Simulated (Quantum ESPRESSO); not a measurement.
## PbO (Litharge): Wannier functions with PBE

PbO (Litharge):

```
CELL_PARAMETERS angstrom
3.99000 0.00000 0.00000
0.00000 3.99000 0.00000
0.00000 0.00000 5.01000
ATOMIC_POSITIONS crystal
Pb 0.50000 0.00000 0.76000
Pb 0.00000 0.50000 0.24000
O 0.50000 0.50000 0.00000
O 0.00000 0.00000 0.00000
```

```json
{
  "Program": "Quantum ESPRESSO 7.5",
  "Task": "Wannier functions",
  "Functional": "PBE",
  "Potentials or basis": "PseudoDojo 0.4.1 SR PBE standard",
  "Cutoff": "1143 eV",
  "Density cutoff": "4572 eV",
  "k mesh": "6 × 6 × 5",
  "Occupations": "fermi-dirac, width 0.05 eV",
  "Spin": "no spin polarisation",
  "Mixing beta": "0.5",
  "Most SCF iterations": "120",
  "SCF threshold": "8e-10 Ry",
  "k mesh for the Wannier functions": "4 × 4 × 4",
  "Projections": "Pb spd, O sp"
}
```

The pressure is 3.5 GPa. The largest force is 0.067 eV/Å and the band gap on the k mesh is 1.15 eV, indirect (least direct gap 2.08 eV). The band gap along the path is 1.14 eV, indirect (least direct gap 2.08 eV). The total Wannier spread is 23.24 Å² over 26 functions. The RMS miss of the Wannier bands is 0.010 eV.

Forces on the atoms (eV/Å):
```
Pb   0.000  0.000 -0.067
Pb   0.000  0.000  0.067
O    0.000  0.000  0.000
O    0.000  0.000  0.000
```

Stress tensor (GPa, compression positive):
```
3.95 0.00 0.00
0.00 3.95 0.00
0.00 0.00 2.49
```

Levels at the corners of the path, in eV from the valence-band top:
| point | band 17 | band 18 | band 19 | band 20 | band 21 | band 22 | band 23 | band 24 |
| --- | --- | --- | --- | --- | --- | --- | --- | --- |
| Γ | -1.64 | -1.55 | -1.55 | -0.01 | 2.40 | 5.52 | 5.52 | 5.61 |
| X | -2.89 | -2.89 | -1.64 | -1.64 | 3.37 | 3.37 | 6.59 | 6.59 |
| M | -1.65 | -1.65 | -0.94 | -0.94 | 1.14 | 1.14 | 5.23 | 5.23 |
| Γ | -1.64 | -1.55 | -1.55 | -0.01 | 2.40 | 5.52 | 5.52 | 5.61 |
| Z | -1.69 | -1.58 | -1.58 | -0.94 | 2.03 | 3.93 | 3.93 | 4.24 |
| R | -2.85 | -2.85 | -0.97 | -0.97 | 3.07 | 3.07 | 6.22 | 6.22 |
| A | -2.25 | -2.25 | -0.95 | -0.95 | 3.40 | 3.40 | 4.77 | 4.77 |
| Z | -1.69 | -1.58 | -1.58 | -0.94 | 2.03 | 3.93 | 3.93 | 4.24 |
| X | -2.89 | -2.89 | -1.64 | -1.64 | 3.37 | 3.37 | 6.59 | 6.59 |
| R | -2.85 | -2.85 | -0.97 | -0.97 | 3.07 | 3.07 | 6.22 | 6.22 |
| M | -1.65 | -1.65 | -0.94 | -0.94 | 1.14 | 1.14 | 5.23 | 5.23 |
| A | -2.25 | -2.25 | -0.95 | -0.95 | 3.40 | 3.40 | 4.77 | 4.77 |

Wannier functions:
```
function  nearest atom  distance (Å)  spread (Å²)  on-site energy from the reference level (eV)
       1          1 Pb          0.65         1.29                                         -3.46
       2          1 Pb          0.73         1.31                                         -4.86
       3          1 Pb          0.82         1.38                                         -3.41
       4          1 Pb          0.82         1.39                                         -3.41
       5          1 Pb          0.20         0.74                                        -13.73
       6          1 Pb          0.16         0.68                                        -14.41
       7          1 Pb          0.17         0.69                                        -14.26
       8          1 Pb          0.19         0.73                                        -13.86
       9          1 Pb          0.66         1.24                                         -6.10
      10          2 Pb          0.65         1.29                                         -3.47
      11          2 Pb          0.73         1.31                                         -4.86
      12          2 Pb          0.82         1.39                                         -3.41
      13          2 Pb          0.82         1.39                                         -3.41
      14          2 Pb          0.20         0.74                                        -13.72
      15          2 Pb          0.16         0.68                                        -14.41
      16          2 Pb          0.17         0.70                                        -14.26
      17          2 Pb          0.19         0.73                                        -13.87
      18          2 Pb          0.66         1.24                                         -6.10
      19           3 O          0.33         0.54                                         -6.10
      20           3 O          0.33         0.54                                         -6.10
      21           3 O          0.33         0.54                                         -6.10
      22           3 O          0.33         0.54                                         -6.10
      23           4 O          0.33         0.54                                         -6.10
      24           4 O          0.33         0.54                                         -6.10
      25           4 O          0.33         0.54                                         -6.09
      26           4 O          0.33         0.54                                         -6.10
```

Parts of the spread (Å²): invariant 18.85, diagonal 0.007, off-diagonal 4.38, total 23.24. Against the direct bands the interpolation misses by 10 meV (root mean square) and 111 meV at most, for states up to 1 eV over the reference level.

Wall time 31 min on 1 thread of Intel(R) Xeon(R) Processor @ 2.50GHz (Skylake/Cascade Lake), with other jobs on the host, peak memory 0.42 GiB.

Caveat: spin-orbit coupling is left out, which as a rule narrows the gap of such compounds by several tenths of an eV; the Wannier minimisation didn't converge.
